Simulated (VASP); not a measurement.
# Band edges against the vacuum: BP(110), part 2 of 3

Aim: ionisation energy and electron affinity of BP(110), from a slab and a bulk run lined up through core potentials.

VASP 6.6.1; PBEsol; plane waves and PAW (B, P).

So far, gap on the k-mesh (eV): step 3 (band edges of the bulk) 1.11.

## 4. Relaxing the slab

System of this step: BP(110). The cell holds 18 atoms: 9 B and 9 P. Cell: a = 3.197 Å, b = 4.522 Å, c = 28.790 Å, α = 90.0°, β = 90.0°, γ = 90.0°. It derives from BP. 9 layers, cut at this functional's lattice. Vacuum lies along c.

All atoms relax at the fixed cell.

INCAR

```
SYSTEM = BP
PREC = Normal
ENCUT = 360
EDIFF = 1E-05
NELM = 120
ISMEAR = 0
SIGMA = 0.03
LREAL = Auto
ALGO = Fast
GGA = PS
NBANDS = 54
LORBIT = 11
LWAVE = .FALSE.
LCHARG = .FALSE.
KPAR = 4
LASPH = .TRUE.
IBRION = 2
NSW = 60
ISIF = 2
EDIFFG = -0.03
POTIM = 0.4
MAXMIX = 40
IDIPOL = 3
LDIPOL = .TRUE.
DIPOL = 0.5 0.5 0.5
```

POSCAR

```
BP
1.0
    3.1974403203      0.0000000000      0.0000000000
    0.0000000000      4.5218634658      0.0000000000
    0.0000000000      0.0000000000     28.7897612811
B P
9 9
Direct
    0.0000000000      0.0000000000      0.2778765700
    0.5000000000      0.5000000000      0.3334074200
    0.0000000000      0.0000000000      0.3889382800
    0.5000000000      0.5000000000      0.4444691400
    0.0000000000      0.0000000000      0.5000000000
    0.5000000000      0.5000000000      0.5555308600
    0.0000000000      0.0000000000      0.6110617200
    0.5000000000      0.5000000000      0.6665925800
    0.0000000000      0.0000000000      0.7221234300
    0.0000000000      0.7500000000      0.3334074200
    0.5000000000      0.2500000000      0.2778765700
    0.0000000000      0.7500000000      0.4444691400
    0.5000000000      0.2500000000      0.3889382800
    0.0000000000      0.7500000000      0.5555308600
    0.5000000000      0.2500000000      0.5000000000
    0.0000000000      0.7500000000      0.6665925800
    0.5000000000      0.2500000000      0.6110617200
    0.5000000000      0.2500000000      0.7221234300
```

KPOINTS

```
Automatic mesh
0
Gamma
8 5 1
0 0 0
```

The projector-augmented-wave data sets are B and P (PBE family, release 64).

Launch:

```
$ mpirun -np 4 vasp_std
```

What it wrote:

```text
[banner, memory and clock lines left out]
running    4 mpi-ranks, on    1 nodes
 distrk:  each k-point on    1 cores,    4 groups
 distr:  one band on    1 cores,    1 groups

 POSCAR found type information on POSCAR B P
 POSCAR found :  2 types and      18 ions
 [... a notice as in an earlier step ...]

 LDA part: xc-table for (Slater+PW92), standard interpolation
 POSCAR, INCAR and KPOINTS ok, starting setup
 FFT: planning ... GRIDC
 FFT: planning ... GRID_SOFT
 FFT: planning ... GRID
 WAVECAR not read
 entering main loop
       N       E                     dE             d eps       ncg     rms          rms(c)
DAV:   1     0.295334699084E+03    0.29533E+03   -0.23582E+04  1636   0.818E+02
DAV:   2    -0.915223757322E+02   -0.38686E+03   -0.37062E+03  2196   0.195E+02
DAV:   3    -0.122779458255E+03   -0.31257E+02   -0.30746E+02  1978   0.565E+01
DAV:   4    -0.123696663965E+03   -0.91721E+00   -0.91330E+00  2416   0.998E+00
DAV:   5    -0.123719361921E+03   -0.22698E-01   -0.22681E-01  2242   0.153E+00    0.209E+01
RMM:   6    -0.118529229019E+03    0.51901E+01   -0.66971E+00  1620   0.722E+00    0.116E+01
RMM:   7    -0.117732718825E+03    0.79651E+00   -0.62251E+00  1631   0.671E+00    0.236E+00
RMM:   8    -0.117611938485E+03    0.12078E+00   -0.55170E-01  1649   0.269E+00    0.478E-01
RMM:   9    -0.117619279526E+03   -0.73410E-02   -0.93218E-02  1755   0.103E+00    0.314E-01
RMM:  10    -0.117621723109E+03   -0.24436E-02   -0.19980E-02  1994   0.443E-01    0.208E-01
RMM:  11    -0.117622868949E+03   -0.11458E-02   -0.23089E-03  1680   0.159E-01    0.724E-02
RMM:  12    -0.117623090069E+03   -0.22112E-03   -0.98302E-04  1829   0.841E-02    0.374E-02
RMM:  13    -0.117623469603E+03   -0.37953E-03   -0.23951E-04  1662   0.400E-02    0.182E-02
RMM:  14    -0.117623734147E+03   -0.26454E-03   -0.14702E-04  1438   0.268E-02    0.154E-02
RMM:  15    -0.117623847191E+03   -0.11304E-03   -0.51504E-05  1200   0.151E-02    0.123E-02
RMM:  16    -0.117623968322E+03   -0.12113E-03   -0.24660E-05  1149   0.117E-02    0.417E-03
RMM:  17    -0.117624010946E+03   -0.42624E-04   -0.20759E-05  1146   0.850E-03    0.312E-03
RMM:  18    -0.117624046218E+03   -0.35272E-04   -0.39506E-06  1045   0.508E-03    0.154E-03
RMM:  19    -0.117624068314E+03   -0.22096E-04   -0.33406E-06   766   0.358E-03    0.166E-03
RMM:  20    -0.117624089212E+03   -0.20898E-04   -0.85068E-07   709   0.303E-03    0.128E-03
RMM:  21    -0.117624103325E+03   -0.14113E-04   -0.69826E-07   613   0.254E-03    0.514E-04
RMM:  22    -0.117624106496E+03   -0.31707E-05   -0.26715E-07   578   0.230E-03
   1 F= -.11762411E+03 E0= -.11762373E+03  d E =-.117624E+03
 curvature:   0.00 expect dE= 0.000E+00 dE for cont linesearch  0.000E+00
 trial: gam= 0.00000 g(F)=  0.111E+01 g(S)=  0.000E+00 ort = 0.000E+00 (trialstep = 0.100E+01)
 search vector abs. value=  0.111E+01
 bond charge predicted
       N       E                     dE             d eps       ncg     rms          rms(c)
DAV:   1    -0.118355367109E+03   -0.73126E+00   -0.24247E+01  1770   0.171E+01    0.251E+00
RMM:   2    -0.118373576975E+03   -0.18210E-01   -0.66881E-01  1640   0.311E+00    0.123E+00
RMM:   3    -0.118406205561E+03   -0.32629E-01   -0.15178E-01  1676   0.145E+00    0.779E-01
RMM:   4    -0.118404253659E+03    0.19519E-02   -0.65857E-02  1689   0.854E-01    0.401E-01
RMM:   5    -0.118404275772E+03   -0.22113E-04   -0.88832E-03  1683   0.367E-01    0.178E-01
RMM:   6    -0.118404211566E+03    0.64206E-04   -0.25288E-03  1772   0.184E-01    0.935E-02
RMM:   7    -0.118404238880E+03   -0.27314E-04   -0.69232E-04  1715   0.865E-02    0.445E-02
RMM:   8    -0.118404259420E+03   -0.20540E-04   -0.21329E-04  1741   0.458E-02    0.209E-02
RMM:   9    -0.118404259509E+03   -0.88804E-07   -0.33843E-05  1264   0.187E-02
   2 F= -.11840426E+03 E0= -.11840424E+03  d E =-.780153E+00
[... from here on, the cycles between the ionic steps are left out ...]
   3 F= -.11857550E+03 E0= -.11857550E+03  d E =-.951390E+00
   4 F= -.11889074E+03 E0= -.11889074E+03  d E =-.315243E+00
   5 F= -.11895963E+03 E0= -.11895963E+03  d E =-.384132E+00
   6 F= -.11902890E+03 E0= -.11902890E+03  d E =-.692704E-01
   7 F= -.11905645E+03 E0= -.11905645E+03  d E =-.968245E-01
   8 F= -.11907648E+03 E0= -.11907648E+03  d E =-.200291E-01
   9 F= -.11907657E+03 E0= -.11907657E+03  d E =-.201169E-01
  10 F= -.11908528E+03 E0= -.11908528E+03  d E =-.871071E-02
  11 F= -.11908683E+03 E0= -.11908683E+03  d E =-.102614E-01
  12 F= -.11909160E+03 E0= -.11909160E+03  d E =-.477375E-02
  13 F= -.11909357E+03 E0= -.11909357E+03  d E =-.674230E-02
  14 F= -.11909640E+03 E0= -.11909640E+03  d E =-.282435E-02
  15 F= -.11909855E+03 E0= -.11909855E+03  d E =-.497915E-02
  16 F= -.11909967E+03 E0= -.11909967E+03  d E =-.111589E-02
  17 F= -.11909974E+03 E0= -.11909974E+03  d E =-.118540E-02
 curvature:  -1.08 expect dE=-0.395E-03 dE for cont linesearch -0.259E-06
 trial: gam= 0.13546 g(F)=  0.367E-03 g(S)=  0.000E+00 ort =-0.344E-04 (trialstep = 0.857E+00)
 search vector abs. value=  0.448E-03
 bond charge predicted
       N       E                     dE             d eps       ncg     rms          rms(c)
DAV:   1    -0.119099918708E+03   -0.18510E-03   -0.75603E-03  1754   0.325E-01    0.482E-02
RMM:   2    -0.119099806940E+03    0.11177E-03   -0.39607E-04  1650   0.776E-02    0.283E-02
RMM:   3    -0.119099927402E+03   -0.12046E-03   -0.10714E-04  1657   0.377E-02    0.295E-02
RMM:   4    -0.119099943562E+03   -0.16160E-04   -0.17014E-05  1102   0.162E-02    0.158E-02
RMM:   5    -0.119099950553E+03   -0.69911E-05   -0.10025E-05  1030   0.107E-02
  18 F= -.11909995E+03 E0= -.11909995E+03  d E =-.212825E-03
 trial-energy change:   -0.000213  1 .order   -0.000204   -0.000310   -0.000098
 step:   1.2541(harm=  1.2541)  dis= 0.00163  next Energy=  -119.099965 (dE=-0.227E-03)
 reached required accuracy - stopping structural energy minimisation
```

It took 6.4 min on 4 MPI ranks of AMD EPYC 7R43, shared host; peak memory 1.1 GiB.

From OUTCAR (step 4):

```text
  LATTYP: Found a simple orthorhombic cell.
 ALAT       =     3.1974403203
 B/A-ratio  =     1.4142135624
 C/A-ratio  =     9.0040027013

 Subroutine GETGRP returns: Found  4 space group operations
 (whereof  4 operations were pure point group operations)

The static configuration has the point symmetry C_2v.

 Found     15 irreducible k-points:

   k-points           NKPTS =     15   k-points in BZ     NKDIM =     15   number of bands    NBANDS=     54

   dimension x,y,z NGX =    16 NGY =   24 NGZ =  140
   dimension x,y,z NGXF=    32 NGYF=   48 NGZF=  280

   ENCUT  =  360.0 eV  26.46 Ry    5.14 a.u.   4.95  7.00 44.54*2*pi/ulx,y,z

   NELECT =      72.0000    total number of electrons

 dipolmoment           0.000000      0.000000      0.000000 electrons x Angstroem

 E-fermi :   1.1046

 k-point     1 :       0.0000    0.0000    0.0000
  band No.  band energies     occupation
    ...
     32       0.3760      2.00000
     33       0.7122      2.00000
     34       0.7141      2.00000
     35       0.9238      2.00000
     36       0.9747      2.00000
     37       2.4620      0.00000
     38       2.7176      0.00000
     39       2.7703      0.00000
     40       3.2624      0.00000
     41       3.4106      0.00000
    ...

 k-point     2 :       0.1250    0.0000    0.0000
  band No.  band energies     occupation
    ...
     32      -0.3482      2.00000
     33      -0.2572      2.00000
     34      -0.1724      2.00000
     35       0.4477      2.00000
     36       0.5163      2.00000
     37       2.7536      0.00000
     38       3.1346      0.00000
     39       3.5993      0.00000
     40       3.9255      0.00000
     41       3.9841      0.00000
    ...

  Total       -2.1052119      1.2885999     -1.0090484      0.0000000      0.0000000      0.0000000
  in kB       -8.1030486      4.9598749     -3.8838696      0.0000000      0.0000000      0.0000000
  external PRESSURE =      -2.3423478 kB  Pullay stress =       0.0000000 kB

  energy-cutoff  :      360.00
  volume of cell :      416.25
      direct lattice vectors                 reciprocal lattice vectors
     3.197440320  0.000000000  0.000000000     0.312750169  0.000000000  0.000000000
     0.000000000  4.521863466  0.000000000     0.000000000  0.221147765  0.000000000
     0.000000000  0.000000000 28.789761281     0.000000000  0.000000000  0.034734571

 POSITION                                       TOTAL-FORCE (eV/Angst)
 -----------------------------------------------------------------------------------
      0.00000      0.23096      8.33546        -0.000000     -0.004631      0.016497
      1.59872      2.23054      9.57944         0.000000     -0.001542      0.005619
      0.00000      4.49220     11.19973        -0.000000     -0.003702      0.008090
      1.59872      2.21970     12.79131        -0.000000      0.009979      0.002271
      0.00000      4.48289     14.39488        -0.000000      0.007789     -0.000000
      1.59872      2.21970     15.99845        -0.000000      0.009979     -0.002271
      0.00000      4.49220     17.59003        -0.000000     -0.003702     -0.008090
      1.59872      2.23054     19.21032         0.000000     -0.001542     -0.005619
      0.00000      0.23096     20.45430        -0.000000     -0.004631     -0.016497
      0.00000      3.33376      9.58541        -0.000000     -0.006484      0.011654
      1.59872      1.17092      7.85106        -0.000000     -0.003363      0.015585
      0.00000      3.35073     12.79319        -0.000000      0.000056      0.005784
      1.59872      1.09772     11.18097        -0.000000      0.000218      0.006582
      0.00000      3.35073     15.99658        -0.000000      0.000056     -0.005784
      1.59872      1.09129     14.39488        -0.000000      0.011150     -0.000000
      0.00000      3.33376     19.20435         0.000000     -0.006484     -0.011654
      1.59872      1.09772     17.60879        -0.000000      0.000218     -0.006582
      1.59872      1.17092     20.93870        -0.000000     -0.003363     -0.015585
 -----------------------------------------------------------------------------------
    total drift:                                0.000000     -0.012578      0.000002

  FREE ENERGIE OF THE ION-ELECTRON SYSTEM (eV)
  ---------------------------------------------------
  free  energy   TOTEN  =      -119.0999505529 eV

  energy  without entropy=     -119.0999505529  energy(sigma->0) =     -119.09995055

 vacuum level on the upper side and lower side of the slab         6.369         6.369

 total charge
# of ion       s       p       d       tot
------------------------------------------
    1        0.721   1.121   0.000   1.842
    2        0.669   1.236   0.000   1.905
    3        0.669   1.263   0.000   1.932
    4        0.667   1.277   0.000   1.945
    5        0.667   1.278   0.000   1.945
    6        0.667   1.277   0.000   1.945
    7        0.669   1.263   0.000   1.932
    8        0.669   1.236   0.000   1.905
    9        0.721   1.121   0.000   1.842
   10        0.994   1.590   0.000   2.584
   11        1.036   1.518   0.000   2.554
   12        0.990   1.572   0.000   2.563
   13        0.991   1.576   0.000   2.567
   14        0.990   1.572   0.000   2.563
   15        0.990   1.575   0.000   2.565
   16        0.994   1.590   0.000   2.584
   17        0.991   1.576   0.000   2.567
   18        1.036   1.518   0.000   2.554
--------------------------------------------------
tot         15.133  25.159   0.000  40.291

[... 1 part as in an earlier step ...]

[... 7 further parts left out ...]
```

CONTCAR:

```
BP
   1.00000000000000
     3.1974403203000001    0.0000000000000000    0.0000000000000000
     0.0000000000000000    4.5218634658000001    0.0000000000000000
     0.0000000000000000    0.0000000000000000   28.7897612810999988
  B               P
     9     9
Direct
     0.0000000000000000    0.0510760915504726    0.2895287874504494
     0.5000000000000000    0.4932788807110127    0.3327376894979624
     0.0000000000000000    0.9934391289383613    0.3890176988946631
     0.5000000000000000    0.4908818131583469    0.4443005610812084
     0.0000000000000000    0.9913809918483553    0.5000000000000000
     0.5000000000000000    0.4908818131583469    0.5556994389187917
     0.0000000000000000    0.9934391289383613    0.6109823011053367
     0.5000000000000000    0.4932788807110127    0.6672623105020379
     0.0000000000000000    0.0510760915504726    0.7104712125495509
     0.0000000000000000    0.7372528399841626    0.3329450078340011
     0.5000000000000000    0.2589468180031683    0.2727032434064001
     0.0000000000000000    0.7410063196536831    0.4443658010059589
     0.5000000000000000    0.2427591275429379    0.3883661456347190
     0.0000000000000000    0.7410063196536831    0.5556341989940411
     0.5000000000000000    0.2413369690673545    0.5000000000000000
     0.0000000000000000    0.7372528399841626    0.6670549921659988
     0.5000000000000000    0.2427591275429379    0.6116338543652813
     0.5000000000000000    0.2589468180031683    0.7272967565935998
```

The run keeps the 4 symmetry operations of its start, so it cannot find a distortion of lower symmetry.

Step by step:

```csv
step,energy less that of the first step (eV),largest force (eV/Å)
1,0.0000,2.8678
2,-0.7802,1.7797
3,-0.9514,1.2170
4,-1.2666,0.8329
5,-1.3355,1.2679
6,-1.4048,0.9208
7,-1.4323,0.4001
8,-1.4524,0.2189
9,-1.4525,0.2356
10,-1.4612,0.1114
11,-1.4627,0.1164
12,-1.4675,0.1076
13,-1.4695,0.1622
14,-1.4723,0.0930
15,-1.4744,0.1092
16,-1.4756,0.0306
17,-1.4756,0.0338
18,-1.4758,0.0171
```

The atoms that moved most (Å):

```csv
atom,dx,dy,dz,length
B9,0.000,0.231,-0.335,0.407
B1,0.000,0.231,0.335,0.407
P11,0.000,0.040,-0.149,0.154
P18,0.000,0.040,0.149,0.154
P10,0.000,-0.058,-0.013,0.059
P16,0.000,-0.058,0.013,0.059
B6,0.000,-0.041,0.005,0.042
B4,0.000,-0.041,-0.005,0.042
```

Final coordinates:

```xyz
18
Lattice="3.1974 0.0000 0.0000 0.0000 4.5219 0.0000 0.0000 0.0000 28.7898" Properties=species:S:1:pos:R:3
B     0.0000    0.2310    8.3355
B     1.5987    2.2305    9.5794
B     0.0000   -0.0297   11.1997
B     1.5987    2.2197   12.7913
B     0.0000   -0.0390   14.3949
B     1.5987    2.2197   15.9985
B     0.0000   -0.0297   17.5900
B     1.5987    2.2305   19.2103
B     0.0000    0.2310   20.4543
P     0.0000    3.3338    9.5854
P     1.5987    1.1709    7.8511
P     0.0000    3.3507   12.7932
P     1.5987    1.0977   11.1810
P     0.0000    3.3507   15.9966
P     1.5987    1.0913   14.3949
P     0.0000    3.3338   19.2044
P     1.5987    1.0977   17.6088
P     1.5987    1.1709   20.9387
```

Numbers from this step:

- electronic steps: 146
- electrons: 72
- free energy (TOTEN): -119.1000 eV
- Fermi energy: 1.105 eV
- dipole moment: 0, 0, 0 e·Å
- gap on the k-mesh: 0.2613 eV
- least direct gap on the k-mesh: 1.298 eV

The run ended after 18 ionic steps, 1.476 eV below its first step, once the forces on the free atoms met EDIFFG = -0.03.

[end of part 2 of 3]

[Lines on the potential files, build, host, timing and source positions are cut from VASP's logs without a mark.]

[Logs are printed without paths, hosts, clocks, repeated set-up lines and the standing remarks that a program may print on its own settings, such as how far it seeks lower states.]

[Hosts, paths, dates, database ids (printed as entryN), source tags and the programs' standing remarks are cut or masked in the printed files.]

[Runs that stopped without an error message from VASP are left out.]
